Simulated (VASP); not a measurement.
# C: convergence, self-consistent run

C, P1 (no. 1), 4 atoms in the cell. PBE; PAW potentials C (PBE set). VASP 6.6.1. The atoms are moved at random off their ideal places.

Wanted: energy within 1 meV/atom; forces within 0.005 eV/Å; pressure within 0.1 GPa.

POSCAR:
```
C
1.0
    2.4610000000      0.0000000000      0.0000000000
   -1.2305000000      2.1312885187      0.0000000000
    0.0000000000      0.0000000000      6.7080000000
C
4
Direct
   -0.0004770000     -0.0066270000      0.2484310000
    0.0014170000      0.0028310000      0.7517320000
    0.3341910000      0.6620700000      0.2468050000
    0.6658240000      0.3312110000      0.7534470000
```

## FFT grids and symmetry tolerance typed by hand

| FFT grids and symmetry tolerance typed by hand | Energy less reference (meV/atom) | Forces, largest deviation (eV/Å) | Pressure (GPa) | SCF iterations | Time (s) |
|---|---|---|---|---|---|
| default | 0.0 | 0.0000 | 1.05 | 13 | 29 |
| NGX, NGY, NGZ = 22, 22, 58 | 0.0 | 0.0001 | 1.05 | 13 | 110 |
| NGX, NGY, NGZ = 14, 14, 36 | 0.0 | 0.0002 | 1.05 | 13 | 28 |
| NGX, NGY, NGZ = 12, 12, 30 | -1.2 | 0.0101 | 1.03 | 13 | 26 |
| NGX, NGY, NGZ = 10, 10, 26 | -1.6 | 0.0516 | 0.37 | 13 | 23 |
| NGXF, NGYF, NGZF = 26, 26, 66 | 0.0 | 0.0004 | 1.05 | 13 | 40 |
| NGXF, NGYF, NGZF = 50, 50, 132 | 0.0 | 0.0001 | 1.05 | 13 | 36 |
| SYMPREC = 0.001 | 0.0 | 0.0000 | 1.05 | 13 | 24 |
| SYMPREC = 1e-08 | 0.0 | 0.0000 | 1.05 | 13 | 43 |
| EWALD_CUTOFF = 2.0 | -1453.5 | 0.1778 | -98.30 | 13 | 36 |
| EWALD_CUTOFF = 8.0 | 0.0 | 0.0000 | 1.05 | 13 | 32 |

## Question

For each series: keep the first row unless others stay within half of the tolerance and take at least 30 % less time, and then take the fastest.

## Answer

- FFT grids and symmetry tolerance typed by hand: default

## The input

INCAR:
```
  ALGO = Normal
  EDIFF = 1E-7
  ENCUT = 400
  ISIF = 2
  ISMEAR = 0
  LASPH = T
  LCHARG = F
  LREAL = F
  LWAVE = F
  NELM = 100
  PREC = Accurate
  SIGMA = 0.02
```

KPOINTS:
```
k-points
0
Gamma
  10 10 4
```

Commands:
```
cat potpaw_PBE.64/C/POTCAR > POTCAR
mpirun -np 1 vasp_std > vasp.out
```

The chosen input took VASP 6.6.1 29 s on 1 core (Intel Xeon Platinum 8488C (Sapphire Rapids)), a shared host.

## An input that fails: an FFT grid typed too coarse

It runs to its end, but against the unchanged starting input it is off by 1748.5 meV/atom in the energy, 0.3703 eV/Å in the forces, 41.82 GPa in the pressure.

Changes against the starting input:
```
+ NGX = 6
+ NGY = 6
+ NGZ = 16
```
